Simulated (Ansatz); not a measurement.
## SiC5: balancing the decomposition

All numbers below come from DFT PBE, scalar-relativistic, plane waves, PAW in Ansatz 0.2.0. All cells share a 420 eV cutoff and Γ-centred k meshes spaced at most about 0.3 Å⁻¹ (about 0.25 or finer for metals, 2π included). No spin polarisation.

The zero of energy is the elements' standard structures at the same level; no fitted shifts are applied.

These are static total energies at zero pressure. No dispersion correction is applied, so the spacing and binding between layers, chains or molecules are poorly described (SiC5 P-62m). The reference form of C is held partly by dispersion forces, which this level lacks.

A trial structure of SiC5 (reached from: Si/C ordered on a cell of C; relaxed: space group P-62m (No. 189), a = 4.650 Å, c = 4.563 Å) has a formation energy of 0.392 eV/atom. It holds C–C nets (shortest 1.45 Å). At its composition the lowest mixture among the elements and 2 reference phases computed alike (others may be missing) consists of these:

```json
{"phase": "C (solid)", "source": "element", "ΔE_f (eV/atom)": "0.000"}
{"phase": "SiC (P6_3mc)", "source": "Materials Project", "ΔE_f (eV/atom)": "-0.204"}
```

Question: Write the balanced decomposition and find its energy per atom, per formula unit and per mole of formula units.

Answer: Balancing Si and C gives SiC5 → 4 C + SiC. The left side holds 6 atoms, and the products take 4/6 (C) and 2/6 (SiC) of them. The mixture therefore lies at 4/6 × (0.000) + 2/6 × (-0.204) = -0.068 eV/atom. The reaction energy is -0.068 − (0.392) = -0.460 eV/atom. Times 6 atoms that is -2.760 eV per SiC5, and times 96.485 it is -266 kJ per mole of SiC5. Decomposition is downhill, so the trial structure is unstable against this mixture.
